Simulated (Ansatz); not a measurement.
# C: rattling a relaxed structure

The cell was found from a structure generator's guess, not taken from experiment.

The calculation used DFT PBE, scalar-relativistic, plane waves, PAW in Ansatz 0.2.0. Settings: cutoff 420 eV, Γ-centred mesh 12×12×12 on the computed 6-atom cell, Gaussian smearing of 0.02 eV; no spin polarisation.

The cell below (6 atoms, space group Imma (No. 74)) is relaxed within its symmetry.

```cif
data_structure
_symmetry_space_group_name_H-M 'P 1'
_symmetry_Int_Tables_number 1
_cell_length_a 4.8769
_cell_length_b 4.8769
_cell_length_c 4.8769
_cell_angle_alpha 150.157
_cell_angle_beta 59.704
_cell_angle_gamma 129.573
_cell_volume 44.14
loop_
_atom_site_label
_atom_site_type_symbol
_atom_site_fract_x
_atom_site_fract_y
_atom_site_fract_z
_atom_site_occupancy
C1 C 0.80334 0.85593 0.94741 1
C2 C 0.19666 0.14407 0.05259 1
C3 C 0.59148 0.14407 0.44741 1
C4 C 0.40852 0.85593 0.55259 1
C5 C 0.40350 0.15350 0.25000 1
C6 C 0.59650 0.84650 0.75000 1
```

For the test a repeat of it with 12 atoms (edges 2.51, 4.88, 7.64 Å) was strained at random (σ = 1.5 % a component), the atoms were moved at random (σ = 0.10 Å), and all was relaxed again on a coarse 6×6×6 mesh (in the run’s order of axes) with 0.10 eV smearing, with no symmetry imposed.

**Question.** Does it come back?

**Answer.** It returns, within 1 meV/atom of the unmoved cell on that mesh and with the same symmetry when read at 0.1 Å. No instability shows in this cell; modes of other wave vectors, which need another repeat, aren't tested. Another cell of C relaxed alike, in Fmmm, lies 0.95 eV/atom lower, so this cell isn't the stable form at this level.
